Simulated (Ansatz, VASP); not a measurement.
## BN in VASP and in Ansatz

```
CELL_PARAMETERS angstrom
2.54057 0.00000 0.00000
-1.27028 2.20020 0.00000
0.00000 0.00000 4.20265
ATOMIC_POSITIONS crystal
B 0.33333 0.66667 0.98093
B 0.66667 0.33333 0.48093
N 0.33333 0.66667 0.39307
N 0.66667 0.33333 0.89307
```

Change from the starting cell: polar distortion scaled by 0.70.

Alike in both runs: task single point; functional PBEsol; k mesh 12 × 12 × 6; no spin polarisation.

|  | VASP | Ansatz |
| --- | --- | --- |
| version | VASP 6.6.1 | Ansatz 0.2.0 |
| potentials or method | VASP PAW PBE potentials, release 64 (B, N) | scalar-relativistic, plane waves, PAW |
| plane-wave cutoff (eV) | 520 | 420 |
| occupations | gaussian, width 0.01 eV | fixed |
| valence electrons in the cell | 16 | 16 |

```csv
,VASP,Ansatz,Ansatz less VASP
gap on the k mesh at the Fermi level (eV),4.94,4.94,+0.005
least direct gap on the mesh (eV),6.76,6.75,-0.008
pressure (GPa),8.0,7.2,-0.83
largest component of the traceless stress (GPa),4.58,5.23,+0.649
rms of the force components (eV/Å),1.402,1.389,-0.0127
```

Atom by atom the forces differ by 0.013 eV/Å (rms over components). Ansatz warned: «pseudo_functional_mismatch».

Caveats: the PAW data sets were made with another functional, which shifts forces and pressure a little (VASP). A k mesh can miss the band edges.
